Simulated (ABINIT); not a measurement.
A run of ABINIT 10.8.3 (patched build) is set up as follows.

File run.abi:

```
# Datasets: ground state, then fixed potential
ndtset 2

# Pseudopotentials
pp_dirpath "./"
pseudos "Mn.LDA_PW-JTH.xml, O.LDA_PW-JTH.xml"

# Structure
acell 5.9433406616 5.9433406616 5.9433406616
rprim
     0.0000000000     0.7071067812     0.7071067812
     0.7071067812     0.0000000000     0.7071067812
     0.7071067812     0.7071067812     0.0000000000
ntypat 2
znucl 25 8
natom 2
typat 1 2
xred
     0.0000000000     0.0000000000     0.0000000000
     0.5000000000     0.5000000000     0.5000000000

# Plane-wave basis
ecut 23.0
pawecutdg 45.0

# Exchange and correlation
ixc 7

# Bands and occupations
occopt 3
tsmear 0.05 eV

# Spin
nsppol 2
spinat
     0.0000000000     0.0000000000     4.0000000000
     0.0000000000     0.0000000000     0.0000000000

# SCF cycle
nstep 100

# Output
iomode 3
prtwf 0
prteig 0
prtebands 0
enunit 1
prtden1 1
prtvha1 1
prtvclmb1 1
prtpot1 1

# Dataset 1
kptopt1 1
ngkpt1 10 10 10
nshiftk1 1
shiftk1 0.0 0.0 0.0
nband1 16
tolvrs1 1.0e-9

# Dataset 2: bands along G-X-W-K-G-L-U-W-L-K
iscf2 -2
getden2 1
nband2 20
nbdbuf2 2
tolwfr2 1.0e-12
kptopt2 -9
ndivsm2 5
prteig2 1
kptbounds2
     0.0000000000     0.0000000000     0.0000000000
     0.5000000000     0.0000000000     0.5000000000
     0.5000000000     0.2500000000     0.7500000000
     0.3750000000     0.3750000000     0.7500000000
     0.0000000000     0.0000000000     0.0000000000
     0.5000000000     0.5000000000     0.5000000000
     0.6250000000     0.2500000000     0.6250000000
     0.5000000000     0.2500000000     0.7500000000
     0.5000000000     0.5000000000     0.5000000000
     0.3750000000     0.3750000000     0.7500000000
```

Potentials or basis: JTH PAW LDA v2.0.

Run with:

```sh
$ abinit run.abi > log 2>&1
```

Task: Estimate the site moments.

Result: Mn +4.07; O +0.18 μB.

Task: Estimate the net moment.

Result: 4.59 μB per cell.

Levels at the corners of the path, in eV from the Fermi level:
Spin up:
| point | band 10 | band 11 | band 12 | band 13 | band 14 | band 15 | band 16 | band 17 |
| --- | --- | --- | --- | --- | --- | --- | --- | --- |
| Γ | -3.05 | -3.05 | -2.54 | -2.54 | -0.47 | 14.01 | 16.13 | 16.13 |
| X | -2.11 | -1.84 | -1.84 | -1.73 | 4.92 | 7.74 | 10.38 | 13.50 |
| W | -2.28 | -1.84 | -1.82 | -0.82 | 6.90 | 8.21 | 8.21 | 10.86 |
| K | -1.99 | -1.79 | -1.49 | -0.85 | 6.29 | 7.85 | 8.08 | 13.05 |
| Γ | -3.05 | -3.05 | -2.54 | -2.54 | -0.47 | 14.01 | 16.13 | 16.13 |
| L | -2.13 | -1.72 | 0.30 | 0.30 | 3.45 | 7.65 | 11.72 | 11.72 |
| U | -1.99 | -1.79 | -1.49 | -0.85 | 6.29 | 7.85 | 8.08 | 13.05 |
| W | -2.28 | -1.84 | -1.82 | -0.82 | 6.90 | 8.21 | 8.21 | 10.86 |
| L | -2.13 | -1.72 | 0.30 | 0.30 | 3.45 | 7.65 | 11.72 | 11.72 |
| K | -1.99 | -1.79 | -1.49 | -0.85 | 6.29 | 7.85 | 8.08 | 13.05 |
Spin down:
```
point  band 5  band 6  band 7  band 8  band 9  band 10  band 11  band 12
    Γ  -19.60   -3.40   -3.40   -3.40    0.44     0.44     0.44     0.59
    X  -18.63   -6.46   -4.38   -4.38   -1.12     1.70     1.93     2.13
    W  -18.54   -5.75   -5.75   -5.31    1.00     1.00     1.91     2.13
    K  -18.56   -6.12   -5.78   -4.70    0.17     1.89     1.92     2.12
    Γ  -19.60   -3.40   -3.40   -3.40    0.44     0.44     0.44     0.59
    L  -18.60   -7.47   -4.93   -4.93    1.66     1.68     1.68     3.43
    U  -18.56   -6.12   -5.78   -4.70    0.17     1.89     1.92     2.12
    W  -18.54   -5.75   -5.75   -5.31    1.00     1.00     1.91     2.13
    L  -18.60   -7.47   -4.93   -4.93    1.66     1.68     1.68     3.43
    K  -18.56   -6.12   -5.78   -4.70    0.17     1.89     1.92     2.12
```

Caveat: a cell with one magnetic atom can't hold antiferromagnetic order, which such compounds often take; semilocal functionals often make such compounds metallic where correlation or magnetic order opens a gap, which also shifts bond lengths.
